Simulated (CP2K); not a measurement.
Runs of CP2K 2026.2 on CdS (Hawleyite). The structure is cubic, space group F-43m (No. 216). Conventional cell: a = 5.833 Å, b = 5.833 Å, c = 5.833 Å, α = 90.00°, β = 90.00°, γ = 90.00°. Cd (site symmetry -43m) is surrounded by 4 S at 2.53 Å. S (site symmetry -43m) is surrounded by 4 Cd at 2.53 Å. 

| level | potentials or basis | spin | smearing | EPS_DEFAULT | k points reduced by the point group | NGRIDS | points a segment of the path (NPOINTS) | bands added on the path | gap on the mesh (eV) | pressure (GPa) |
| --- | --- | --- | --- | --- | --- | --- | --- | --- | --- | --- |
| PBE | POTENTIAL_UZH Cd GTH-PBE-q12, S GTH-PBE-q6; TZVP-MOLOPT-PBE-GTH basis | off | fermi-dirac 0.05 eV | 1.0E-10 | yes | 5 | 8 | 2 | (a) | 3.4 |
| PBEsol | POTENTIAL_UZH Cd GTH-PBE-q12, S GTH-PBE-q6; TZVP-MOLOPT-PBE-GTH basis | off | fermi-dirac 0.05 eV | 1.0E-9 | yes | 5 | 6 | 6 | 0.98 | (b) |
| LDA | GTH_POTENTIALS Cd GTH-PADE-q12, S GTH-PADE-q6; TZVP-MOLOPT-PBE-GTH basis | off | fermi-dirac 0.0259 eV | 1.0E-10 | yes | 4 | 8 | 4 | 0.85 | -1.9 |
| TB-mBJ | POTENTIAL_UZH Cd GTH-PBE-q12, S GTH-PBE-q6; TZVP-MOLOPT-PBE-GTH basis | off | fermi-dirac 0.05 eV | 1.0E-10 | yes | 5 | 10 | 6 | 0.98 | - |
| r2SCAN | POTENTIAL_UZH Cd GTH-SCAN-q12, S GTH-SCAN-q6; TZVP-MOLOPT-SCAN-GTH basis | off | fermi-dirac 0.05 eV | 1.0E-9 | yes | 4 | 8 | 6 | 1.50 | 1.8 |
| PBE | GTH_SOC_POTENTIALS Cd GTH-PBE-q12, S GTH-PBE-q6; TZVP-MOLOPT-PBE-GTH basis | SOC, no magnetisation | fermi-dirac 0.1 eV | 1.0E-10 | - | 4 | 6 | 2 | - | 3.4 |

Alike in all rows: task band structure; cell as given; k mesh 8 × 8 × 8.

Q: Fill in the values left out.

A: (a) 1.14; (b) 0.6.

Caveats: the basis of atomic orbitals isn't converged, which shifts pressures, moduli and gaps; the potentials were made for another functional, which shifts forces and pressure (some runs); this is a model potential without an energy functional, so only levels have meaning (some runs).

A k mesh can miss the band edges, and rows without SOC leave out spin-orbit coupling on Cd.
